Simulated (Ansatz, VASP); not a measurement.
**One calculation of Cu, two programs**

INCAR

```
PREC     = Accurate       # precision mode
ENCUT    = 520            # plane-wave cutoff, eV
EDIFF    = 1E-6           # SCF threshold, eV
ISMEAR   = -1             # smearing method
SIGMA    = 0.08           # smearing width, eV
LREAL    = False          # projectors in reciprocal space
LASPH    = True           # aspherical terms in the spheres
NELM     = 60             # most SCF steps
ALGO     = Normal         # electronic algorithm
ISIF     = 2              # what is computed and relaxed
LWAVE    = False          # write WAVECAR
LCHARG   = False          # write CHGCAR
GGA      = PS             # functional
NBANDS   = 12             # bands
```

File KPOINTS:

```
regular mesh
0
Gamma
  19 19 19
```

File POSCAR:

```
Cu
1.0
    0.0000000000      1.8075000000      1.8255750000
    1.8075000000      0.0000000000      1.8255750000
    1.8075000000      1.8075000000      0.0000000000
Cu
1
Direct
    0.0000000000      0.0000000000      0.0000000000
```

Input for Ansatz:

```yaml
crystal:
  lattice:
    - [0.0, 1.8075, 1.825575]
    - [1.8075, 0.0, 1.825575]
    - [1.8075, 1.8075, 0.0]
  atoms:
    - { symbol: Cu, position: [0.0, 0.0, 0.0] }
kpoints:
  mp_grid: { grid: [19, 19, 19] }
  band_path:
    path:
      - [0.0, 0.0, 0.0]
      - [0.0, 0.5, 0.5]
      - [0.25, 0.75, 0.5]
      - [0.0, 0.5, 0.0]
      - [0.0, 0.0, 0.0]
      - [0.5, 0.5, 0.0]
      - [0.3725370062, 0.6274629938, 0.0]
      - [-0.3725370062, 0.3725370062, 0.0]
      - [0.0, 0.0, 0.0]
    npoints: 5
scf:
  occupations: { method: fermi_dirac, width: 0.08 }
hamiltonian:
  xc: pbesol
  pseudopotentials: { kind: all_electron, lapw: { basis_error: 0.00025 } }
output:
  forces: true
  stress: true
  eigenvalues: true
```

Change from the starting cell: zz strain of +1 %.

Alike in both runs: task single point; functional PBEsol; k mesh 19 × 19 × 19; occupations fermi-dirac, width 0.08 eV; no spin polarisation.

```csv
,VASP,Ansatz
version,VASP 6.6.1,Ansatz 0.2.0
potentials or method,"VASP PAW PBE potentials, release 64 (Cu)","all-electron LAPW, scalar-relativistic"
plane-wave cutoff (eV),520,see its input
```

|  | VASP | Ansatz | Ansatz less VASP |
| --- | --- | --- | --- |
| pressure (GPa) | -7.1 | -7.8 | -0.69 |
| largest component of the traceless stress (GPa) | 0.30 | 0.31 | +0.016 |

Ansatz ran all-electron here, so the differences hold the error of VASP's frozen core and of both bases.

Caveats: the PAW data sets were made with another functional, which shifts forces and pressure a little (VASP).
